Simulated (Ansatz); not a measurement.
Input and command of a plane-wave DFT calculation in Ansatz:

```yaml
crystal:
  lattice:
    - [2.752181, 0.0, 0.0]
    - [0.0, 2.752181, 0.0]
    - [0.0, 0.0, 4.1199865]
  atoms:
    - { symbol: Ti, position: [0.0, 0.0, 0.0] }
    - { symbol: Al, position: [0.5, 0.5, 0.5] }
basis:
  ecutwfc: 420
kpoints:
  mp_grid: { grid: [16, 16, 12] }
hamiltonian:
  xc: pbe
scf:
  occupations: { method: gaussian, width: 0.15 }
output:
  forces: true
  stress: true
  eigenvalues: true
```

```bash
ansatz run input.yaml --threads 1 --pin off --max-ram 2560MiB --backend cpu --events-out ev --progress --plain --runs-dir out
```

Processor: Intel(R) Xeon(R) Platinum 8259CL CPU @ 2.50GHz (Skylake/Cascade Lake), 1 thread, on a host shared with other jobs.

Q: Estimate time, memory and problem size.

A: About 5.9 s on 1 thread of Intel(R) Xeon(R) Platinum 8259CL CPU @ 2.50GHz (Skylake/Cascade Lake), with other jobs on the host, peak memory 0.43 GiB. It solves 12 bands at 315 k points (the mesh reduced by symmetry) with about 633 plane waves, in 6 SCF iterations.
